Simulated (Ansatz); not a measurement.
**Structure optimisation: lanthanum, diamond**

These are results of DFT, PBE, plane waves (420 eV) with PAW, scalar-relativistic (Ansatz 0.2.0), not measurements.

k-point mesh 8×8×8, Fermi-Dirac smearing 0.1 eV, no spin polarisation. Cell and atoms relax.

Starting structure:

```cif
data_structure
_symmetry_space_group_name_H-M 'P 1'
_symmetry_Int_Tables_number 1
_cell_length_a 5.2277
_cell_length_b 5.2277
_cell_length_c 5.2277
_cell_angle_alpha 60.000
_cell_angle_beta 60.000
_cell_angle_gamma 60.000
_cell_volume 101.02
loop_
_atom_site_label
_atom_site_type_symbol
_atom_site_fract_x
_atom_site_fract_y
_atom_site_fract_z
_atom_site_occupancy
La1 La 0.12500 0.12500 0.12500 1
La2 La 0.87500 0.87500 0.87500 1
```

The pressure at the start is -4.1 GPa. By how much does the volume change?

From 50.51 to 37.38 Å³ per atom, -26.0 %. The final cell has a = 6.687 Å.

How much energy does the relaxation gain?

268.1 meV per atom.

Path of the relaxation (the plane waves are chosen anew near the end, which can shift the energy a little):

| step | E − E(final) (meV/atom) | V (Å³/atom) | P (GPa) | max force (eV/Å) |
| --- | --- | --- | --- | --- |
| 0 | 268.06 | 50.511 | -4.09 | 0.000 |
| 1 | 88.12 | 43.478 | -3.75 | 0.000 |
| 2 | -0.43 | 37.130 | 0.28 | 0.000 |
| 3 | -0.57 | 37.515 | -0.16 | 0.000 |
| 4 | -0.64 | 37.377 | 0.00 | 0.000 |
| 5 | 0.00 | 37.377 | 0.00 | 0.000 |
